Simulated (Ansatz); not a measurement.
The parent structure is RuO$_{2}$ in the rutile structure (space group P4_2/mnm, No. 136; a = 4.480 Å, c = 3.107 Å). Axes: x, y, z lie along a, b, c of the conventional cell.

The values are results of Ansatz (a program for electronic structure), r2SCAN, PAW, cutoff 500 eV, no spin-orbit coupling, not measurements.

Base values:

```
Property    Value
--------  -------
Pressure  0.0 GPa
```

The change: the symmetric strain tensor [0.0132 -0.0088 0.0004; -0.0088 0.0052 0.0123; 0.0004 0.0123 -0.0146], atoms relaxed at fixed cell.

Predict the new largest internal atomic displacement.

The largest internal atomic displacement amounts to 0.018 Å.

Estimate the effect on the pressure.

The pressure (mean of the normal stresses, compression positive) stays essentially unchanged (0.0 GPa against 0.1 GPa).

Stability against distortions was not tested. Seeded moments were not kept for the base. No Hubbard U is applied, and correlation can decide whether such a compound is a metal. The final runs are not spin-polarised.
